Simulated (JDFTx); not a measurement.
MoS2: single point with PBEsol

The system is MoS2.

```
Mo S
1.0
     3.16900    0.00000    0.00000
    -1.58450    2.74443    0.00000
     0.00000    0.00000   12.32400
Mo S
2 4
Direct
  0.66667 0.33333 0.75000
  0.33333 0.66667 0.25000
  0.66667 0.33333 0.37700
  0.33333 0.66667 0.87700
  0.66667 0.33333 0.12300
  0.33333 0.66667 0.62300
```

```json
{
 "Program": "JDFTx 1.7.0 (patched build)",
 "Task": "single point",
 "Functional": "PBEsol",
 "Potentials or basis": "PseudoDojo-SR-PBEsol-0.4.1-standard",
 "Cutoff": "1088 eV",
 "Density cutoff": "8708 eV",
 "k mesh": "4 × 4 × 1",
 "Occupations": "fermi-dirac, width 0.05 eV",
 "Spin": "no spin polarisation"
}
```

```yaml
Pressure: -3.1 GPa
Largest_force: 0.364 eV/Å
Band_gap_on_the_k_mesh: 1.18 eV, indirect (least direct gap 2.09 eV)
```

Forces in eV/Å, atoms in the order of the input:
```
Mo   0.000  0.000  0.000
Mo   0.000  0.000  0.000
S    0.000  0.000 -0.364
S    0.000  0.000 -0.364
S    0.000  0.000  0.364
S    0.000  0.000  0.364
```

Stress tensor (GPa, compression positive):
```
-3.66  0.00  0.00
 0.00 -3.66  0.00
 0.00  0.00 -2.12
```

Levels at points of the mesh, in eV from the valence-band top:
| k point | band 23 | band 24 | band 25 | band 26 | band 27 | band 28 | band 29 | band 30 |
| --- | --- | --- | --- | --- | --- | --- | --- | --- |
| (0.00, 0.00, 0.00) | -2.13 | -1.18 | -1.18 | 0.00 | 2.09 | 2.09 | 2.12 | 2.12 |
| (0.00, 0.50, 0.00) | -1.73 | -1.53 | -1.43 | -1.30 | 1.59 | 1.64 | 1.98 | 2.26 |

Run time: 69 s on 1 thread of Intel(R) Xeon(R) Platinum 8375C CPU @ 2.90GHz (Ice Lake), on a shared host, peak memory 0.25 GiB.

Caveat: the k mesh is coarse (spacing up to 0.57 Å⁻¹), so the values aren't converged; an odd mesh through Γ misses points on the zone boundary, where band edges often lie; this functional lacks dispersion, which binds the layers, so the pressure and a relaxed spacing across them are unreliable. A hybrid or GW would open this gap; PBEsol tends to underestimate it.
